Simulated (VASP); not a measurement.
## Tc under changes of volume

One of the cells (15.126 Å³/atom); the others are scaled copies at fixed shape and fractional positions:

```xyz
1
Lattice="0.0000 1.9629 1.9629 1.9629 0.0000 1.9629 1.9629 1.9629 0.0000" Properties=species:S:1:pos:R:3 pbc="T T T"
Tc    0.0000    0.0000    0.0000
```

This isn't the form of Tc at room conditions, which is hcp.

```yaml
Program: VASP 6.6.1
Functional: PBE
Potentials_or_basis: VASP PAW PBE potentials, release 64 (Tc_pv)
Cutoff: 520 eV
k_mesh: 12 × 12 × 12
Occupations: fermi-dirac, width 0.05 eV
Spin: no spin polarisation
```

```csv
volume (Å³/atom),energy over the lowest point (meV/atom),pressure (GPa)
13.940,20.11,12.2
14.237,?,?
14.533,0.00,-1.2
15.126,24.41,-11.9
15.423,50.44,-16.4
15.720,84.36,-20.4
```

Problem. What does the run at 14.237 Å³/atom give?

Solution. Energy over the lowest point 3.85 meV/atom; pressure 5.1 GPa.

Worked out: A Birch-Murnaghan fit of order 3 (a polynomial in V^(-2/3)) to the other rows has its minimum at 14.48 Å³/atom with B0 = V·E''(V) = 298 GPa and B' = 4.6. It gives 3.82 meV/atom at 14.237 Å³/atom, against the run's 3.85, and -dE/dV = 5.3 GPa, against 5.1.

Energies are extrapolated to zero smearing.
